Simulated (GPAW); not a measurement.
Runs of GPAW 26.7.0 on TiO2. It takes space group P4_2/mnm (No. 136, tetragonal). Conventional cell: a = 4.600 Å, b = 4.600 Å, c = 2.959 Å, α = 90.00°, β = 90.00°, γ = 90.00°. Ti (site symmetry mmm) is surrounded by 6 O at 1.95 to 1.98 Å. Around O (site symmetry m2m) lie 3 Ti at 1.95 to 1.98 Å. The cell is a database's computed one.

```csv
task,level,potentials or basis,cell,k mesh,band path,band points,eigensolver,optimizer,fmax,gap on the mesh (eV),pressure (GPa),largest force (eV/Å)
band structure,revPBE,"the program's PAW data sets (release 1.2.1) made for this functional, pw",as given,6 × 6 × 9,"GXMGZRAZ,XR,MA",80,-,-,-,(b),9.2,(a)
band structure,BLYP,"PAW data sets generated in the run's folder for this functional, pw",as given,4 × 4 × 6,"GXMGZRAZ,XR,MA",80,davidson,-,-,1.88,10.6,0.08
relaxation of cell and atoms,RPBE+D4,"the program's PAW data sets (release 1.2.1) made for this functional, pw",relaxed,4 × 4 × 6,-,-,-,BFGS,0.01 eV/Å,1.89,0.0,0.01
band structure,BLYP,"PAW data sets generated in the run's folder for this functional, pw",as given,6 × 6 × 9,"GXMGZRAZ,XR,MA",100,davidson,-,-,1.88,10.6,0.08
band structure,LDA,"the program's PAW data sets (release 1.2.1) made for this functional, pw",as given,4 × 4 × 6,"GXMGZRAZ,XR,MA",60,-,-,-,1.79,-7.9,0.10
```

Alike in all rows: no spin polarisation; cutoff (eV) 800; smearing fermi-dirac 0.05 eV.

Task: Estimate the missing entries.

Result: (a) 0.06; (b) 1.90.

Caveats: later steps reuse the first step's grids (some runs).

A k mesh can miss the band edges.

Runs at the PBE level aren't shown here.
